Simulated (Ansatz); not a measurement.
**Kick test of a cell of FePt**

The cell was reached from a generator's guess, though it ends in a space group that the Crystallography Open Database lists for this formula.

Theory: Ansatz, DFT PBE, scalar-relativistic, plane waves, PAW. Settings: cutoff 420 eV, Γ-centred mesh 20×20×14 on the computed 2-atom cell, Gaussian smearing of 0.10 eV; collinear spin from starting moments 3.2 0.4 μB.

The cell below (2 atoms, space group P4/mmm (No. 123)) is relaxed within its symmetry.

```
Fe Pt
1.0
     2.72910    0.00000    0.00000
     0.00000    2.72910    0.00000
     0.00000    0.00000    3.76523
Fe Pt
1 1
Direct
  0.50000 0.50000 0.50000
  0.00000 0.00000 0.00000
```

For the test a repeat of it with 4 atoms (edges 2.73, 2.73, 7.53 Å) was strained at random (σ = 1.5 % a component), the atoms were moved at random (σ = 0.15 Å), and all was relaxed again on a coarse 8×8×4 mesh (in the run’s order of axes) with 0.20 eV smearing, with no symmetry imposed.

Spin–orbit coupling, which can matter for Pt, is left out. Another magnetic order may lie lower.

Question: Does it come back?

Answer: It returns, within 1 meV/atom of the unmoved cell on that mesh and with the same symmetry when read at 0.1 Å. So it is stable against the distortions that fit this cell and that this random move excites. Modes that don't fit the cell aren't tested.
